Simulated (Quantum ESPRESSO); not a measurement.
**MoS2: work function with PBE**

MoS2, a slab with vacuum:

```xyz
6
Lattice="3.1841 0.0000 0.0000 -1.5921 2.7575 0.0000 0.0000 0.0000 35.4372" Properties=species:S:1:pos:R:3 pbc="T T T"
S     0.0000    1.8384    7.5000
Mo    0.0000    0.0000    9.0513
S     0.0000    1.8384   10.6027
S     0.0000    1.8384   24.8346
Mo    0.0000    0.0000   26.3859
S     0.0000    1.8384   27.9372
```

| Quantity | Value |
| --- | --- |
| Program | Quantum ESPRESSO 7.5 |
| Task | work function |
| Functional | PBE |
| Potentials or basis | PseudoDojo 0.4.1 SR PBE standard |
| Cutoff | 1088 eV |
| Density cutoff | 4354 eV |
| k mesh | 10 × 10 × 1 |
| Occupations | fermi-dirac, width 0.05 eV |
| Spin | no spin polarisation |
| Boundary across the vacuum | none |
| Mixing mode | local-TF |
| Mixing beta | 0.3 |
| Most SCF iterations | 150 |
| SCF threshold | 6e-09 Ry |

```yaml
Largest_force: 0.225 eV/Å
Band_gap_on_the_k_mesh: 1.73 eV, indirect (least direct gap 1.92 eV)
Ionisation_potential_of_the_upper_face: 5.91 eV
Electron_affinity_of_the_upper_face: 4.17 eV
```

Forces on the atoms (eV/Å):
```
S    0.000  0.000 -0.225
Mo   0.000  0.000  0.000
S    0.000  0.000  0.225
S    0.000  0.000 -0.225
Mo   0.000  0.000  0.000
S    0.000  0.000  0.225
```

Levels at points of the mesh, in eV from the valence-band top:
```csv
k point,band 23,band 24,band 25,band 26,band 27,band 28,band 29,band 30
"(0.00, 0.00, 0.00)",-1.59,-1.59,0.00,0.00,2.72,2.72,2.72,2.72
"(0.00, -0.50, 0.00)",-1.05,-1.05,-0.67,-0.67,2.18,2.18,2.71,2.71
```

Wall time 7.1 min on 1 thread of Arm Neoverse V1, on a shared host, peak memory 0.54 GiB.

Caveat: ionisation potential and electron affinity come from Kohn-Sham levels, which understate the gap. As with any semilocal functional, this PBE gap is likely too small.
